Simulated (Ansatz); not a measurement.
Li₃N:
```xyz
4
Lattice="3.6100 0.0000 0.0000 -1.8050 3.1263 0.0000 0.0000 0.0000 3.8552" Properties=species:S:1:pos:R:3 pbc="T T T"
Li     0.0000     0.0000     1.9276
Li     0.0000     2.0842     0.0000
Li     1.8050     1.0421     0.0000
N      0.0000     0.0000     0.0000
```

Relaxed with r²SCAN.

**Question.** Give the Bader charges and basin volumes of the independent atoms, the program Ansatz at the r²SCAN level (PAW).

**Answer.** 

| atom | Bader charge (e) | Bader volume (Å³) |
|---|---|---|
| Li1 | +0.85 | 3.9 |
| Li2 | +0.84 | 3.4 |
| N4 | -2.53 | 32.8 |

Space group P6/mmm. Symmetry was held in the r²SCAN relaxation; phonons show weakly imaginary modes.

Potentials: the later of the program's two PAW sets.
